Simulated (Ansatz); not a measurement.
The system is CdSe.

```
Cd Se
1.0
     0.00000    2.87396    2.87396
     2.87396    0.00000    2.87396
     2.87396    2.87396    0.00000
Cd Se
1 1
Direct
  0.00000 0.00000 0.00000
  0.50000 0.50000 0.50000
```

Measurements of this composition are mostly on another form, of space group No. 186.

```yaml
Program: Ansatz 0.2.0
Task: relaxation of cell and atoms
Functional: PBE
Dispersion: D4
Potentials_or_basis: SPMS NC
Cutoff: 816 eV
Density_cutoff: 3265 eV
k_mesh: 6 × 6 × 6
Occupations: fermi-dirac, width 0.15 eV
Spin: no spin polarisation
```

At the start: pressure -2.8 GPa; volume 23.74 Å³/atom.

Q: Where does the relaxation end?

A: Over 3 steps the energy falls by 9.4 meV/atom and the volume is 22.63 Å³/atom (-4.7 %); space group Fm-3m (No. 225, to 0.05 Å).

The path:
| step | energy change (eV) | largest force (eV/Å) | pressure (GPa) | volume (Å³) |
| --- | --- | --- | --- | --- |
| 1 | 0.0000 | 0.0000 | -2.75 | 47.48 |
| 2 | -0.0065 | 0.0000 | -2.27 | 47.06 |
| 3 | -0.0189 | 0.0000 | 0.16 | 45.26 |

Final structure:
```cif
data_structure
_symmetry_space_group_name_H-M 'P 1'
_symmetry_Int_Tables_number 1
_cell_length_a 4.0000
_cell_length_b 4.0000
_cell_length_c 4.0000
_cell_angle_alpha 60.000
_cell_angle_beta 60.000
_cell_angle_gamma 60.000
_cell_volume 45.26
loop_
_atom_site_label
_atom_site_type_symbol
_atom_site_fract_x
_atom_site_fract_y
_atom_site_fract_z
_atom_site_occupancy
Cd1 Cd 0.00000 0.00000 0.00000 1
Se1 Se 0.50000 0.50000 0.50000 1
```
